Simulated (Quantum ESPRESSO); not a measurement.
# Al2Au in Quantum ESPRESSO: the effect of strain

The system is Al2Au.

```
CELL_PARAMETERS angstrom
0.00000 2.88000 3.00000
2.88000 0.00000 3.00000
2.88000 2.88000 0.00000
ATOMIC_POSITIONS crystal
Au 0.00000 0.00000 0.00000
Al 0.75000 0.75000 0.75000
Al 0.25000 0.25000 0.25000
```

Alike in all runs:

- Program: Quantum ESPRESSO 7.5
- Task: relaxation of the atoms
- Functional: PBEsol
- Potentials or basis: GBRV 1.5 PBEsol
- Cutoff: 612 eV
- Density cutoff: 4898 eV
- k mesh: 8 × 8 × 8
- Occupations: fermi-dirac, width 0.05 eV
- Spin: no spin polarisation
- Kind of strain: biaxial_xy
- Mixing beta: 0.5
- Most SCF iterations: 120
- SCF threshold: 6e-10 Ry
- Most ionic steps: 40
- Forc conv thr: 0.0004 Ry/bohr
- Etot conv thr: 1e-05 Ry

Each run relaxes the cell or the atoms first.

Task: One run gave: pressure -7.5 GPa. Which strain did it use?
A. 0.04
B. -0.04
C. 0.01
D. 0.02
E. -0.01

Result: A.

| strain | pressure (GPa) |
| --- | --- |
| -0.04 | 11.2 |
| -0.02 | 4.9 |
| -0.01 | 2.2 |
| 0 | -0.1 |
| 0.01 | -2.3 |
| 0.02 | -4.2 |
| 0.04 | -7.5 |

Caveats: the relaxation stopped at its first step, so nothing moved.
